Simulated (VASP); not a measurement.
A run of VASP 6.6.1 is set up as follows.

INCAR

```
PREC = Accurate
ENCUT = 520
EDIFF = 1E-6
ISMEAR = 0
SIGMA = 0.05
LREAL = Auto
LASPH = True
NELM = 100
ALGO = Fast
ISIF = 2
LWAVE = False
LCHARG = True
GGA = PE
LELF = True
LVHAR = True
NBANDS = 48
```

KPOINTS

```
regular mesh
0
Gamma
  2 3 1
```

File POSCAR:

```
Al
1.0
    8.1000000000      0.0000000000      0.0000000000
    0.0000000000      5.7275650000      0.0000000000
    0.0000000000      0.0000000000     17.7275650000
Al
21
Direct
    0.0000000000      0.0000000000      0.0564093264
    0.5000000000      0.0000000000      0.0564093264
    0.0000000000      0.5000000873      0.0564093264
    0.5000000000      0.5000000873      0.0564093264
    0.2500000000      0.2499999564      0.1371812767
    0.7500000000      0.2499999564      0.1371812767
    0.2500000000      0.7500000436      0.1371812767
    0.7500000000      0.7500000436      0.1371812767
    0.0008196296      0.0039170223      0.2133403544
    0.4987107407      0.0038461371      0.2133822101
    0.0034934568      0.5027461059      0.2122758540
    0.4961416049      0.5027160757      0.2122270599
    0.2496003704      0.2510424587      0.2983737473
    0.7496656790      0.2527096593      0.2865803059
    0.2494374074      0.7654271929      0.2955918086
    0.7496381481      0.7471878538      0.2944523402
   -0.0113691358      0.0115368398      0.3688082373
    0.5104266667      0.0122008218      0.3688355959
    0.0084553086      0.5173207113      0.3657277240
    0.4906520988      0.5181730805      0.3656101670
    0.7492849383      0.3274056253      0.4368217519
```

Potentials or basis: VASP PAW PBE potentials, release 64 (Al).

Command:

```console
$ cat potpaw_PBE.64/Al/POTCAR > POTCAR
$ mpirun -np 1 vasp_std > vasp.out
```

(1) What does it give for the largest force?

(2) What does it give for the band gap on the k mesh?

Results:

(1) 0.548 eV/Å.

(2) none (metal or under the smearing width).

Caveat: the k mesh is coarse (spacing up to 0.39 Å⁻¹), so the values aren't converged.
